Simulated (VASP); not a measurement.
## ZnS: single point with RPBE

**Experimental background.**

“Electronic, vibrational, and thermodynamic properties of ZnS (zincblende and rocksalt structure)”, 2009, arxiv:0911.5022 quotes, for a bulk crystal of ZnS at 19 K: band gap 3.85 eV (direct).

The system is ZnS.

```
Zn S
1.0
     0.00000    2.70200    2.70200
     2.70200    0.00000    2.70200
     2.70200    2.70200    0.00000
Zn S
1 1
Direct
  0.75000 0.75000 0.75000
  0.00000 0.00000 0.00000
```

```yaml
Program: VASP 6.6.1
Task: single point
Functional: RPBE
Potentials_or_basis: VASP PAW PBE potentials, release 54 (Zn, S)
Cutoff: 520 eV
k_mesh: 9 × 9 × 9
Occupations: gaussian, width 0.05 eV
Spin: no spin polarisation
```

```yaml
Pressure: 4.3 GPa
Band_gap_on_the_k_mesh: 2.28 eV, direct
```

Levels at points of the mesh, in eV from the valence-band top:
| k point | band 6 | band 7 | band 8 | band 9 | band 10 | band 11 | band 12 | band 13 |
| --- | --- | --- | --- | --- | --- | --- | --- | --- |
| (0.00, 0.00, 0.00) | -5.79 | 0.00 | 0.00 | 0.00 | 2.28 | 6.45 | 6.45 | 6.45 |

Wall time 26 s on 1 thread of Intel(R) Xeon(R) Platinum 8375C CPU @ 2.90GHz (Ice Lake) (shared host), peak memory 0.16 GiB.

Measured gap of ZnS: 3.85 eV (direct; 19 K; quoted in “Electronic, vibrational, and thermodynamic properties of ZnS (zincblende and rocksalt structure)”, 2009, arxiv:0911.5022). This calculation gives 2.28 eV (-1.57 eV). The value is that of RPBE, without temperature or zero-point motion. Semilocal functionals fall short of measured gaps as a rule.

Caveat: the PAW data sets were made with another functional, which shifts forces and pressure a little.
